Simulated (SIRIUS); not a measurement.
# Ni (Fm-3m) in SIRIUS: convergence with wave cutoff

Aim: find how far wave cutoff must go before the results for Ni settle, at LDA. This setting moves, with any that are tied to it; all else stays.

Program: SIRIUS 7.10.0. These are calculated values, not measurements. Logs are shortened: lines on timing, memory, paths and dates and some standing lists are left out, and cuts for length are marked. The log counts tension as positive stress, the text compression.

## 1. The structure

It takes space group Fm-3m (No. 225, cubic). Conventional cell: a = 3.475 Å, b = 3.475 Å, c = 3.475 Å, α = 90.00°, β = 90.00°, γ = 90.00°. Ni (site symmetry m-3m) has 12 Ni at 2.46 Å as nearest neighbours.

## 2. With wave cutoff 217.7 eV

The input, sirius.json:

```json
{
  "control": {
    "processing_unit": "cpu",
    "verbosity": 2,
    "num_bands_to_print": 16,
    "print_forces": true,
    "print_stress": true
  },
  "parameters": {
    "electronic_structure_method": "pseudopotential",
    "xc_functionals": ["XC_LDA_X", "XC_LDA_C_PW"],
    "gk_cutoff": 4.0,
    "pw_cutoff": 11.3,
    "ngridk": [11, 11, 11],
    "shiftk": [0, 0, 0],
    "smearing": "cold",
    "smearing_width": 0.0018374661,
    "num_bands": 16,
    "num_mag_dims": 1,
    "num_dft_iter": 100,
    "energy_tol": 1e-08,
    "density_tol": 1e-06
  },
  "iterative_solver": {
    "type": "davidson",
    "min_tolerance": 1e-10
  },
  "mixer": {
    "type": "anderson",
    "beta": 0.5,
    "max_history": 8
  },
  "settings": {
    "tol_ne": 1e-10,
    "smooth_initial_mag": true
  },
  "unit_cell": {
    "lattice_vectors": [
      [0.0, 3.283536964933, 3.283536964933],
      [3.283536964933, 0.0, 3.283536964933],
      [3.283536964933, 3.283536964933, 0.0]
    ],
    "atom_coordinate_units": "lattice",
    "atom_types": ["Ni"],
    "atom_files": {
      "Ni": "Ni.json"
    },
    "atoms": {
      "Ni": [
        [0.0, 0.0, 0.0, 0.0, 0.0, 1.0]
      ]
    }
  }
}
```

Potentials or basis: JTH 2.0 LDA (PAW).

Started as:

```
$ upf_to_json Ni.LDA_PW-JTH.UPF
$ OMP_NUM_THREADS=1 sirius.scf --input=sirius.json --output=out.json --task=0
```

Log:

```text
[info] SIRIUS version : 7.10.0
[info] number of MPI ranks           : 1
[info] MPI grid                      : 1 1
[info] maximum number of OMP threads : 1
[fft] FFT context for density and potential
[fft] =====================================
[fft]   comm size                             : 1
[fft]   plane wave cutoff                     : 11.3
[fft]   grid size                             : 20 20 20   total : 8000
[fft]   grid limits                           : -9 10   -9 10   -9 10
[fft]   number of G-vectors within the cutoff : 880
[fft]   local number of G-vectors             : 880
[fft]   number of G-shells                    : 69
[fft] FFT context for coarse grid
[fft] =====================================
[fft]   comm size                             : 1
[fft]   plane wave cutoff                     : 8
[fft]   grid size                             : 15 15 15   total : 3375
[fft]   grid limits                           : -7 7   -7 7   -7 7
[fft]   number of G-vectors within the cutoff : 305
[fft]   local number of G-vectors             : 305
[fft]   number of G-shells                    : 30
[unit cell] lattice vectors
[unit cell]   a1 :       0.0000000000      3.2835369649      3.2835369649
[unit cell]   a2 :       3.2835369649      0.0000000000      3.2835369649
[unit cell]   a3 :       3.2835369649      3.2835369649      0.0000000000
[unit cell] reciprocal lattice vectors
[unit cell]   b1 :      -0.9567709111      0.9567709111      0.9567709111
[unit cell]   b2 :       0.9567709111     -0.9567709111      0.9567709111
[unit cell]   b3 :       0.9567709111      0.9567709111     -0.9567709111
[unit cell] unit cell volume :        70.80366279 [a.u.^3]
[unit cell] 1/sqrt(omega)    :         0.11884260
[unit cell] MT volume        :         0.00000000 ( 0.00%)
[unit cell] IT volume        :        70.80366279 (100.00%)
[unit cell] number of atom types : 1
[unit cell] type id : 0 symbol : Ni mt_radius :  14.958736 num_atoms : 1
[unit cell] total number of atoms : 1
[unit cell] number of symmetry classes : 1
[unit cell] number of PAW atoms : 1
[unit cell] PAW atoms : 0
[unit cell] atom id  type id  class id             position                      vector_field
[unit cell] ------------------------------------------------------------------------------------------
[unit cell]      0        0        0      0.00000   0.00000   0.00000      0.00000   0.00000   1.00000
[unit cell] atom id         position (Cartesian, a.u.)
[unit cell] ---------------------------------------------
[unit cell]      0       0.000000    0.000000    0.000000
[unit cell] class id : 0 atom id : 0
[unit cell] minimum bond length:     4.643623
[unit cell] total number of pseudo wave-functions: 18
[sym] space group number   : 225
[sym] international symbol : Fm-3m
[sym] Hall symbol          : -F 4 2 3
[sym] space group transformation matrix :
[sym]   0.0000  0.5000  0.5000
[sym]   0.5000  0.0000  0.5000
[sym]   0.5000  0.5000  0.0000
[sym] space group origin shift :
[sym]   0.0000  0.0000  0.0000
[sym] number of space group operations  : 48
[sym] number of magnetic group operations : 48
[sym] metric tensor error: 0.0000e+00
[... 330 lines left out ...]
[diagonalize]            -4.817309   -2.412739   -2.398024   -2.318111    0.662087    0.682420    0.746023    0.763823    0.840091    1.074058    1.117246    1.241763    1.410932    1.845037    2.026471    2.151935
[diagonalize] ik:   54   -4.823258   -2.534822   -2.460187   -2.367736    0.531649    0.611424    0.658323    0.765724    0.796819    0.986229    1.074860    1.249329    1.286028    1.861980    1.900645    2.109812
[diagonalize]            -4.823258   -2.534822   -2.460187   -2.367736    0.531649    0.611424    0.658323    0.765724    0.796819    0.986229    1.074860    1.249329    1.286028    1.861980    1.900645    2.109812
[diagonalize] ik:   55   -4.822609   -2.507333   -2.442108   -2.397103    0.565326    0.605769    0.717908    0.749248    0.802832    1.031486    1.038684    1.133186    1.315179    1.868605    2.004193    2.039166
[diagonalize]            -4.822609   -2.507333   -2.442108   -2.397103    0.565326    0.605769    0.717908    0.749248    0.802832    1.031486    1.038684    1.133186    1.315179    1.868605    2.004193    2.039166
[find] Charges and magnetic moments
[find] --------------------------------------------------------------------------------
[find] atom                moment                |moment|
[find] --------------------------------------------------------------------------------
[find]    0 [  0.00000,   0.00000,  -0.00000]    0.000000
[find] total charge          : 18.000000
[find] total moment          : [  0.00000,   0.00000,  -0.00000], magnitude : 0.000000
[... 6 lines left out ...]
[find] <rho|V^{H}>                    :      53.19685228
[find] one-electron contribution      :     -60.88864017 (Ha),    -121.77728034 (Ry)
[find] hartree contribution           :      26.59842614
[find] xc contribution                :     -13.51212261
[find] ewald contribution             :    -113.10176556
[find] PAW contribution               :     -38.63613237
[find] smearing (-TS)                 :       0.00000348
[find] SCF correction                 :      -0.00000000
[find] Total energy                   :    -199.54023457 (Ha),    -399.08046913 (Ry)
[find] Free energy (E-TS)             :    -199.54023109 (Ha),    -399.08046218 (Ry)
[find] band gap (eV)                  :       0.00000000
[find] Efermi                         :       0.89411388
[find] iteration : 15, RMS : 9.484560652759e-10, energy difference : -1.392663762090e-12
[find] Hartree energy of density residual : 6.087368792689e-20
[find] bands are converged : true
[find] iterative solver converged : true
[find] converged after 16 SCF iterations!
[find] Charges and magnetic moments
[find] --------------------------------------------------------------------------------
[find] atom                moment                |moment|
[find] --------------------------------------------------------------------------------
[find]    0 [  0.00000,   0.00000,  -0.00000]    0.000000
[find] total charge          : 18.000000
[find] total moment          : [  0.00000,   0.00000,  -0.00000], magnitude : 0.000000
[find] Energy
[find] --------------------------------------------------------------------------------
[find] valence_eval_sum               :     -17.30192013
[find] <rho|V^{XC}>                   :     -17.74789426
[find] <rho|E^{XC}>                   :     -13.51212261
[find] <mag|B^{XC}>                   :      -0.00000000
[find] <rho|V^{H}>                    :      53.19685228
[find] one-electron contribution      :     -60.88864017 (Ha),    -121.77728034 (Ry)
[find] hartree contribution           :      26.59842614
[find] xc contribution                :     -13.51212261
[find] ewald contribution             :    -113.10176556
[find] PAW contribution               :     -38.63613237
[find] smearing (-TS)                 :       0.00000348
[find] SCF correction                 :      -0.00000000
[find] Total energy                   :    -199.54023457 (Ha),    -399.08046913 (Ry)
[find] Free energy (E-TS)             :    -199.54023109 (Ha),    -399.08046218 (Ry)
[find] band gap (eV)                  :       0.00000000
[find] Efermi                         :       0.89411388
[ground_state] === stress tensor components [kbar] ===
[ground_state] === stress_kin ===
[ground_state] -109392.113947   -0.000000    0.000000
[ground_state]    -0.000000-109392.113947    0.000000
[ground_state]     0.000000    0.000000-109392.113947
[ground_state] === stress_har ===
[ground_state] -36841.437348   -0.000000    0.000000
[ground_state]    -0.000000-36841.437348    0.000000
[ground_state]     0.000000    0.000000-36841.437348
[ground_state] === stress_ewald ===
[ground_state] 156657.073908    0.000000   -0.000000
[ground_state]     0.000000156657.073908   -0.000000
[ground_state]    -0.000000   -0.000000156657.073908
[ground_state] === stress_vloc ===
[ground_state]  2286.064954    0.000000   -0.000000
[ground_state]     0.000000 2286.064954   -0.000000
[ground_state]    -0.000000   -0.000000 2286.064954
[ground_state] === stress_xc ===
[ground_state] 17600.881528    0.000000   -0.000000
[ground_state]     0.00000017600.881528   -0.000000
[ground_state]    -0.000000   -0.00000017600.881528
[ground_state] === stress_core ===
[ground_state]    25.839077    0.000000   -0.000000
[ground_state]     0.000000   25.839077   -0.000000
[ground_state]    -0.000000   -0.000000   25.839077
[ground_state] === stress_nonloc ===
[ground_state] 132775.214397    0.000000    0.000000
[ground_state]     0.000000132775.214397   -0.000000
[ground_state]     0.000000   -0.000000132775.214397
[ground_state] === stress_us ===
[ground_state] -38750.693570   -0.000000    0.000000
[ground_state]    -0.000000-38750.693570    0.000000
[ground_state]     0.000000    0.000000-38750.693570
[ground_state] === stress_us_nl ===
[ground_state] 94024.520827    0.000000    0.000000
[ground_state]     0.00000094024.520827   -0.000000
[ground_state]     0.000000   -0.00000094024.520827
[ground_state] === stress_total ===
[ground_state] 124360.829000    0.000000    0.000000
[ground_state]     0.000000124360.829000   -0.000000
[ground_state]     0.000000   -0.000000124360.829000
[ground_state] ==== total Forces in Ha/bohr =====
[ground_state] atom:    0, force:       0.0000000      0.0000000      0.0000000
[ground_state] ==== ultrasoft contribution from Qij =====
[ground_state] atom:    0, force:       0.0000000      0.0000000      0.0000000
[ground_state] ==== non-local contribution from Beta-projector =====
[ground_state] atom:    0, force:       0.0000000      0.0000000      0.0000000
[ground_state] ==== contribution from local potential =====
[ground_state] atom:    0, force:       0.0000000      0.0000000      0.0000000
[ground_state] ==== contribution from core density =====
[ground_state] atom:    0, force:       0.0000000      0.0000000      0.0000000
[ground_state] ==== Ewald forces from ions =====
[ground_state] atom:    0, force:       0.0000000      0.0000000      0.0000000
[~DFT_ground_state] local op. applied: 54947
[~DFT_ground_state] evp. work count: 13637.4
[~DFT_ground_state] number of iterative solver steps: 2831
```

Run time: 9.6 s. Hardware: 1 thread of Arm Neoverse V2, shared host; peak memory 0.14 GiB.

What came out:

```
Free energy            : -5429.7663 eV
Pressure               : -12436.1 GPa
Band gap on the k mesh : none (metal or under the smearing width)
```

## 3. With wave cutoff 313.5 eV

sirius.json: that of step 2 with these lines changed.

```diff
@@ -11,4 +11,4 @@
     "xc_functionals": ["XC_LDA_X", "XC_LDA_C_PW"],
-    "gk_cutoff": 4.0,
-    "pw_cutoff": 11.3,
+    "gk_cutoff": 4.8,
+    "pw_cutoff": 13.56,
     "ngridk": [11, 11, 11],
@@ -38,6 +38,7 @@
     "lattice_vectors": [
-      [0.0, 3.283536964933, 3.283536964933],
-      [3.283536964933, 0.0, 3.283536964933],
-      [3.283536964933, 3.283536964933, 0.0]
+      [0.0, 0.707106781187, 0.707106781187],
+      [0.707106781187, 0.0, 0.707106781187],
+      [0.707106781187, 0.707106781187, 0.0]
     ],
+    "lattice_vectors_scale": 4.6436225084,
     "atom_coordinate_units": "lattice",
```

Potentials or basis: JTH 2.0 LDA (PAW).

Started as:

```
$ upf_to_json Ni.LDA_PW-JTH.UPF
$ OMP_NUM_THREADS=1 sirius.scf --input=sirius.json --output=out.json --task=0
```

It took 16 s on 1 thread of Arm Neoverse V2, shared host; peak memory 0.18 GiB.

What came out:

```
Free energy            : -5712.2863 eV
Pressure               : -3728.2 GPa
Band gap on the k mesh : none (metal or under the smearing width)
```

## 4. With wave cutoff 426.7 eV

sirius.json: that of step 3 with these lines changed.

```diff
@@ -11,4 +11,4 @@
     "xc_functionals": ["XC_LDA_X", "XC_LDA_C_PW"],
-    "gk_cutoff": 4.8,
-    "pw_cutoff": 13.56,
+    "gk_cutoff": 5.6,
+    "pw_cutoff": 15.82,
     "ngridk": [11, 11, 11],
@@ -38,7 +38,6 @@
     "lattice_vectors": [
-      [0.0, 0.707106781187, 0.707106781187],
-      [0.707106781187, 0.0, 0.707106781187],
-      [0.707106781187, 0.707106781187, 0.0]
+      [0.0, 3.283536964933, 3.283536964933],
+      [3.283536964933, 0.0, 3.283536964933],
+      [3.283536964933, 3.283536964933, 0.0]
     ],
-    "lattice_vectors_scale": 4.6436225084,
     "atom_coordinate_units": "lattice",
```

Started as:

```
$ upf_to_json Ni.LDA_PW-JTH.UPF
$ OMP_NUM_THREADS=1 sirius.scf --input=sirius.json --output=out.json --task=0
```

Wall time 19 s (1 thread of Arm Neoverse V2, shared host); peak memory 0.19 GiB.

Results:

* Free energy: -5765.8478 eV
* Pressure: -581.6 GPa
* Band gap on the k mesh: none (metal or under the smearing width)
* Net moment: 0.57 μB per cell
* Absolute moment: 0.63 μB per cell

## 5. With wave cutoff 557.3 eV

sirius.json: that of step 4 with these lines changed.

```diff
@@ -11,4 +11,4 @@
     "xc_functionals": ["XC_LDA_X", "XC_LDA_C_PW"],
-    "gk_cutoff": 5.6,
-    "pw_cutoff": 15.82,
+    "gk_cutoff": 6.4,
+    "pw_cutoff": 18.08,
     "ngridk": [11, 11, 11],
```

Started as:

```
$ upf_to_json Ni.LDA_PW-JTH.UPF
$ OMP_NUM_THREADS=1 sirius.scf --input=sirius.json --output=out.json --task=0
```

Wall time 28 s (1 thread of Arm Neoverse V2, shared host); peak memory 0.22 GiB.

Results:

```
Free energy            : -5771.3795 eV
Pressure               : -33.6 GPa
Band gap on the k mesh : none (metal or under the smearing width)
Net moment             : 0.57 μB per cell
Absolute moment        : 0.63 μB per cell
```

## 6. With wave cutoff 705.3 eV

sirius.json: that of step 5 with these lines changed.

```diff
@@ -11,4 +11,4 @@
     "xc_functionals": ["XC_LDA_X", "XC_LDA_C_PW"],
-    "gk_cutoff": 6.4,
-    "pw_cutoff": 18.08,
+    "gk_cutoff": 7.2,
+    "pw_cutoff": 20.34,
     "ngridk": [11, 11, 11],
```

Potentials or basis: JTH 2.0 LDA (PAW).

Started as:

```
$ upf_to_json Ni.LDA_PW-JTH.UPF
$ OMP_NUM_THREADS=1 sirius.scf --input=sirius.json --output=out.json --task=0
```

Run time: 33 s. Hardware: 1 thread of Arm Neoverse V2, shared host; peak memory 0.25 GiB.

It converged, with:

- Free energy: -5771.5196 eV
- Pressure: -17.9 GPa
- Band gap on the k mesh: none (metal or under the smearing width)
- Net moment: 0.57 μB per cell
- Absolute moment: 0.63 μB per cell

## 7. With wave cutoff 870.8 eV

sirius.json: that of step 6 with these lines changed.

```diff
@@ -11,4 +11,4 @@
     "xc_functionals": ["XC_LDA_X", "XC_LDA_C_PW"],
-    "gk_cutoff": 7.2,
-    "pw_cutoff": 20.34,
+    "gk_cutoff": 8.0,
+    "pw_cutoff": 22.6,
     "ngridk": [11, 11, 11],
```

Started as:

```
$ upf_to_json Ni.LDA_PW-JTH.UPF
$ OMP_NUM_THREADS=1 sirius.scf --input=sirius.json --output=out.json --task=0
```

It took 48 s on 1 thread of Arm Neoverse V2, shared host; peak memory 0.28 GiB.

Results (log left out):

```yaml
Free_energy: -5771.7936 eV
Pressure: -22.1 GPa
Band_gap_on_the_k_mesh: none (metal or under the smearing width)
Net_moment: 0.57 μB per cell
Absolute_moment: 0.63 μB per cell
```

## 8. With wave cutoff 1151.6 eV

sirius.json: that of step 7 with these lines changed.

```diff
@@ -11,4 +11,4 @@
     "xc_functionals": ["XC_LDA_X", "XC_LDA_C_PW"],
-    "gk_cutoff": 8.0,
-    "pw_cutoff": 22.6,
+    "gk_cutoff": 9.2,
+    "pw_cutoff": 25.99,
     "ngridk": [11, 11, 11],
@@ -38,6 +38,7 @@
     "lattice_vectors": [
-      [0.0, 3.283536964933, 3.283536964933],
-      [3.283536964933, 0.0, 3.283536964933],
-      [3.283536964933, 3.283536964933, 0.0]
+      [0.0, 0.707106781187, 0.707106781187],
+      [0.707106781187, 0.0, 0.707106781187],
+      [0.707106781187, 0.707106781187, 0.0]
     ],
+    "lattice_vectors_scale": 4.6436225084,
     "atom_coordinate_units": "lattice",
```

Started as:

```
$ upf_to_json Ni.LDA_PW-JTH.UPF
$ OMP_NUM_THREADS=1 sirius.scf --input=sirius.json --output=out.json --task=0
```

Wall time 64 s (1 thread of Arm Neoverse V2, shared host); peak memory 0.34 GiB.

Results (log left out):

```
Free energy            : -5771.9358 eV
Pressure               : -9.4 GPa
Band gap on the k mesh : none (metal or under the smearing width)
Net moment             : 0.57 μB per cell
Absolute moment        : 0.63 μB per cell
```

## 9. With wave cutoff 1471.6 eV

sirius.json: that of step 8 with these lines changed.

```diff
@@ -11,4 +11,4 @@
     "xc_functionals": ["XC_LDA_X", "XC_LDA_C_PW"],
-    "gk_cutoff": 9.2,
-    "pw_cutoff": 25.99,
+    "gk_cutoff": 10.4,
+    "pw_cutoff": 29.38,
     "ngridk": [11, 11, 11],
@@ -38,7 +38,6 @@
     "lattice_vectors": [
-      [0.0, 0.707106781187, 0.707106781187],
-      [0.707106781187, 0.0, 0.707106781187],
-      [0.707106781187, 0.707106781187, 0.0]
+      [0.0, 3.283536964933, 3.283536964933],
+      [3.283536964933, 0.0, 3.283536964933],
+      [3.283536964933, 3.283536964933, 0.0]
     ],
-    "lattice_vectors_scale": 4.6436225084,
     "atom_coordinate_units": "lattice",
```

Potentials or basis: JTH 2.0 LDA (PAW).

Started as:

```
$ upf_to_json Ni.LDA_PW-JTH.UPF
$ OMP_NUM_THREADS=1 sirius.scf --input=sirius.json --output=out.json --task=0
```

It took 93 s on 1 thread of Arm Neoverse V2, shared host; peak memory 0.43 GiB.

Results (log left out):

```
Free energy            : -5771.9509 eV
Pressure               : -10.3 GPa
Band gap on the k mesh : none (metal or under the smearing width)
Net moment             : 0.57 μB per cell
Absolute moment        : 0.63 μB per cell
```

## 10. The series at a glance

```csv
wave cutoff,energy less the tightest run (meV/atom),pressure (GPa),SCF cycles,CPU time (s),peak memory (GiB)
217.7 eV,342184.59,-12436.09,16,9.5,0.14
313.5 eV,59664.55,-3728.24,21,16,0.18
426.7 eV,6103.09,-581.55,25,19,0.19
557.3 eV,571.39,-33.63,24,28,0.22
705.3 eV,431.32,-17.86,25,33,0.25
870.8 eV,157.24,-22.09,25,48,0.28
1151.6 eV,15.13,-9.40,25,64,0.34
1471.6 eV,0.00,-10.31,26,93,0.43
```

Not settled before the last step: the energy (to 1 meV/atom), the pressure (to 0.1 GPa). The tightest run that finished is the yardstick and may itself not be fully converged.
